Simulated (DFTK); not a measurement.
Au:

```xyz
1
Lattice="0.0000 2.0350 2.0350 2.0350 0.0000 2.0350 2.0350 2.0350 0.0000" Properties=species:S:1:pos:R:3 pbc="T T T"
Au    0.0000    0.0000    0.0000
```

Base run:

```yaml
Program: DFTK 0.8.2
Functional: PBE
Potentials_or_basis: dojo.nc.sr.pbe.v0_4_1.standard.upf (PBE)
Cutoff: 1034 eV
k_mesh: 11 × 11 × 11
Occupations: fermi-dirac, width 0.05 eV
Spin: no spin polarisation
```

Its results: band gap on the k mesh none (metal or under the smearing width); pressure 10.3 GPa.

Question: The run is repeated on the same cell with these changes: functional from PBE to PBEsol; potentials or basis from dojo.nc.sr.pbe.v0_4_1.standard.upf (PBE) to dojo.nc.sr.pbesol.v0_4_1.standard.upf (PBEsol). What comes out?

Answer: Band gap on the k mesh none (metal or under the smearing width); pressure 1.2 GPa.

Not every run made on this cell is shown here.
